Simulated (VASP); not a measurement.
# HgSe (db) (F-43m) in VASP: a series of runs

The runs below take HgSe (db) through single point, with PBE.

Program: VASP 6.6.1. These are calculated values, not measurements. Logs are shortened: lines on timing, memory, paths and dates and some standing lists are left out, and cuts for length are marked.

## Step 1: The structure

It takes space group F-43m (No. 216, cubic). Conventional cell: a = 6.078 Å, b = 6.078 Å, c = 6.078 Å, α = 90.00°, β = 90.00°, γ = 90.00°. Around Hg (site symmetry -43m) lie 4 Se at 2.63 Å. Se (site symmetry -43m) is surrounded by 4 Hg at 2.63 Å.

## Step 2: Single point, PBE (the database cell kept)

Contents of INCAR:

```
SYSTEM = HgSe
PREC = Accurate
ENCUT = 520
EDIFF = 1E-7
ISMEAR = 0
SIGMA = 0.1
LREAL = .False.
LASPH = .True.
NELM = 100
ALGO = Normal
ISIF = 2
LWAVE = .False.
LCHARG = .False.
GGA = PE
NBANDS = 16
```

Contents of KPOINTS:

```
regular mesh
0
Gamma
  12 12 12
  0 0 0
```

Contents of POSCAR:

```
HgSe
1.0
    0.0000000000      3.0390000000      3.0390000000
    3.0390000000      0.0000000000      3.0390000000
    3.0390000000      3.0390000000      0.0000000000
Hg Se
1 1
Direct
    0.0000000000      0.0000000000      0.0000000000
    0.2500000000      0.2500000000      0.2500000000
```

Potentials or basis: VASP PAW PBE potentials, release 64 (Hg, Se).

Started as:

```bash
cat potpaw_PBE.64/Hg/POTCAR potpaw_PBE.64/Se/POTCAR > POTCAR
mpirun -np 1 vasp_std > vasp.out
```

OUTCAR:

```text
SYSTEM = HgSe
   PREC = Accurate
   ENCUT = 520
   EDIFF = 1E-7
   ISMEAR = 0
   LREAL = .False.
   LASPH = .True.
   NELM = 100
   ISIF = 2
   GGA = PE

 ion  position               nearest neighbor table
   1  0.000  0.000  0.000-   2 2.63   2 2.63   2 2.63   2 2.63
   2  0.250  0.250  0.250-   1 2.63   1 2.63   1 2.63   1 2.63

  LATTYP: Found a face centered cubic cell.
 ALAT       =     6.0780000000

  Lattice vectors:

 A1 = (   0.0000000000,   3.0390000000,   3.0390000000)
 A2 = (   3.0390000000,   0.0000000000,   3.0390000000)
 A3 = (   3.0390000000,   3.0390000000,   0.0000000000)

Analysis of symmetry for initial positions (statically):
=====================================================================
 Subroutine PRICEL returns:
 Original cell was already a primitive cell.

 Routine SETGRP: Setting up the symmetry group for a
 face centered cubic supercell.

 Subroutine GETGRP returns: Found 24 space group operations
 (whereof 24 operations were pure point group operations)
 out of a pool of 48 trial point group operations.

The static configuration has the point symmetry T_d .

Analysis of symmetry for dynamics (positions and initial velocities):
=====================================================================
 Subroutine PRICEL returns:
 Original cell was already a primitive cell.

 Routine SETGRP: Setting up the symmetry group for a
 face centered cubic supercell.

 Subroutine GETGRP returns: Found 24 space group operations
 (whereof 24 operations were pure point group operations)
 out of a pool of 48 trial point group operations.

The dynamic configuration has the point symmetry T_d .

 Subroutine INISYM returns: Found 24 space group operations
 (whereof 24 operations are pure point group operations),
 and found     1 'primitive' translations

----------------------------------------------------------------------------------------

                                     Primitive cell

  volume of cell :      56.1335

  direct lattice vectors                    reciprocal lattice vectors
     0.000000000  3.039000000  3.039000000    -0.164527805  0.164527805  0.164527805
     3.039000000  0.000000000  3.039000000     0.164527805 -0.164527805  0.164527805
     3.039000000  3.039000000  0.000000000     0.164527805  0.164527805 -0.164527805

  length of vectors
[... 74 lines left out ...]
   ISTART =      0    job   : 0-new  1-cont  2-samecut
   ICHARG =      2    charge: 1-file 2-atom 10-const
   ISPIN  =      1    spin polarized calculation?
   LNONCOLLINEAR =      F non collinear calculations
   LSORBIT =      F    spin-orbit coupling
   LASPH  =      T    aspherical Exc in radial PAW
   ENCUT  =  520.0 eV  38.22 Ry    6.18 a.u.   7.99  7.99  7.99*2*pi/ulx,y,z
   NELM   =    100;   NELMIN=  2; NELMDL= -5     # of ELM steps
   EDIFF  = 0.1E-06   stopping-criterion for ELM
   LREAL  =      F    real-space projection
   EDIFFG = 0.1E-05   stopping-criterion for IOM
   NSW    =      0    number of steps for IOM
   IBRION =     -1    ionic relax: 0-MD 1-quasi-New 2-CG
   NFREE  =      0    steps in history (QN), initial steepest desc. (CG)
   ISIF   =      2    stress and relaxation
   ISYM   =      2    0-nonsym 1-usesym 2-fastsym
   POTIM  = 0.5000    time-step for ionic-motion
   TEBEG  =    0.0;   TEEND  =   0.0 temperature during run
   PSTRESS=    0.0 pullay stress
   NELECT =      18.0000    total number of electrons
   NUPDOWN=      -1.0000    fix difference up-down
   EMIN   =  10.00;   EMAX   =-10.00  energy-range for DOS
   EFERMI =   0.00;   METHOD = LEGACY
   ISMEAR =     0;   SIGMA  =   0.10  broadening in eV -4-tet -1-fermi 0-gaus
   EFERMI_NEDOS =   21; number of points for ismear=-14 and -15
   IALGO  =     38    algorithm
   IMIX   =      4    mixing-type and parameters
     AMIX     =   0.40;   BMIX     =  1.00
     AMIX_MAG =   1.60;   BMIX_MAG =  1.00
  volume/ion in A,a.u.               =      28.07       189.40
  Fermi-wavevector in a.u.,A,eV,Ry     =   1.120534  2.117502 17.083421  1.255596
  Thomas-Fermi vector in A             =   2.257181
   LORBIT       =      0    0 simple, 1 ext, 2 COOP (PROOUT), +10 PAW based schemes
   GGA     = PE    functional components
   LHFCALC =     F    Hartree Fock is set to
   AEXX    =    0.0000 exact exchange contribution
   IVDW    =     0    specifies the selected vdW correction
   LEPSILON=     F    determine dielectric tensor
   LRPA    =     F    only Hartree local field effects (RPA)
 non-spin polarized calculation
 Gauss-broadening in eV      SIGMA  =   0.10
  energy-cutoff  :      520.00
  volume of cell :       56.13
 maximum number of plane-waves:      1540
   NGX = 15   NGY = 15   NGZ = 15

 number of electron      18.0000004 magnetization

 Free energy of the ion-electron system (eV)
  ---------------------------------------------------
  ext. energy  EPLUGINS =         0.00000000
  ---------------------------------------------------
  free energy    TOTEN  =        -4.01010101 eV

  energy without entropy =       -4.00994266  energy(sigma->0) =       -4.01002183

 E-fermi :   1.8353     XC(G=0):  -9.0580

 val. band max:        1.7691576505   @ k =   0.0000   0.0000   0.0000
 cond. band min:       2.1409053039   @ k =   0.0833   0.0000   0.0000
 fundamental gap:      0.3717476534
 Fermi energy:         1.8353098270

 k-point     1 :       0.0000    0.0000    0.0000
  band No.  band energies     occupation
      1     -11.7129      2.00000
      2      -5.4164      2.00000
      3      -5.4164      2.00000
      4      -5.4164      2.00000
      5      -4.6684      2.00000
      6      -4.6684      2.00000
[... 433 lines left out ...]
      3      -5.1730      2.00000
      4      -4.6931      2.00000
      5      -4.6377      2.00000
      6      -4.3510      2.00000
[... 8 lines left out ...]
     15      12.8613      0.00000
     16      13.1273      0.00000

 [... further k-points ...]
[... 5 lines left out ...]
  --------------------------------------------------------------------------------------
  -------------------------------------------------------------------------------------
  Total        1.7554240      1.7554240      1.7554240     -0.0000000      0.0000000     -0.0000000
  in kB       50.1037840     50.1037840     50.1037840     -0.0000000      0.0000000     -0.0000000
  external PRESSURE =      50.1037840 kB  Pullay stress =       0.0000000 kB

 VOLUME and BASIS-vectors are now :
 -----------------------------------------------------------------------------
  energy-cutoff  :      520.00
  volume of cell :       56.13
      direct lattice vectors                 reciprocal lattice vectors
     0.000000000  3.039000000  3.039000000    -0.164527805  0.164527805  0.164527805
     3.039000000  0.000000000  3.039000000     0.164527805 -0.164527805  0.164527805
     3.039000000  3.039000000  0.000000000     0.164527805  0.164527805 -0.164527805

 POSITION                                       TOTAL-FORCE (eV/Angst)
 -----------------------------------------------------------------------------------
      0.00000      0.00000      0.00000        -0.000000     -0.000000     -0.000000
      1.51950      1.51950      1.51950         0.000000      0.000000      0.000000
 -----------------------------------------------------------------------------------
    total drift:                               -0.000000     -0.000000     -0.000000

  FREE ENERGIE OF THE ION-ELECTRON SYSTEM (eV)
  ---------------------------------------------------
  free  energy   TOTEN  =        -4.0101010113 eV

  energy  without entropy=       -4.0099426558  energy(sigma->0) =       -4.01002183
```

stdout:

```text
POSCAR found type information on POSCAR HgSe
 POSCAR found :  2 types and       2 ions
 scaLAPACK will be used
 LDA part: xc-table for (Slater+PW92), standard interpolation
 POSCAR, INCAR and KPOINTS ok, starting setup
 FFT: planning ... GRIDC
 FFT: planning ... GRID_SOFT
 FFT: planning ... GRID
 WAVECAR not read
 entering main loop
```

Run time: 39 s. Hardware: 1 thread of Intel Xeon Platinum 8488C (Sapphire Rapids), shared host; peak memory 0.22 GiB.

What came out:

```
Free energy            : -4.0101 eV
Pressure               : 5.0 GPa
Band gap on the k mesh : none (metal or under the smearing width)
```

## Step 3: Single point, PBE

Contents of INCAR:

```
SYSTEM = HgSe
PREC = Accurate ; ENCUT = 520
EDIFF = 1E-6 ; ISMEAR = 0
SIGMA = 0.1 ; LREAL = .False.
LASPH = .True. ; NELM = 100
ALGO = Normal ; ISIF = 2
LWAVE = .False. ; LCHARG = .True.
GGA = PE ; LELF = .True.
LVHAR = .True. ; NBANDS = 16
```

Contents of KPOINTS:

```
Automatic mesh
0
Gamma
  12 12 12
  0 0 0
```

POSCAR is that of step 2.

Potentials or basis: VASP PAW PBE potentials, release 64 (Hg, Se).

Started as:

```bash
cat potpaw_PBE.64/Hg/POTCAR potpaw_PBE.64/Se/POTCAR > POTCAR
mpirun -np 1 vasp_std > vasp.out
```

Wall time 37 s (1 thread of Intel Xeon Platinum 8488C (Sapphire Rapids), shared host); peak memory 0.22 GiB.

Results (log left out):

* Free energy: -4.0101 eV
* Pressure: 5.0 GPa
* Band gap on the k mesh: none (metal or under the smearing width)

Levels at points of the mesh, in eV from the Fermi level:
```tsv
k point	band 6	band 7	band 8	band 9	band 10	band 11	band 12	band 13
(0.00, 0.00, 0.00)	-6.50	-1.00	-0.07	-0.07	-0.07	5.42	5.42	5.42
(0.50, 0.00, 0.00)	-6.18	-5.60	-1.04	-1.04	1.05	6.19	6.19	6.96
(0.50, 0.50, 0.00)	-6.13	-5.17	-2.38	-2.38	2.72	2.93	8.43	9.79
```

The run has no spin-orbit coupling, so splittings on Hg are missing.
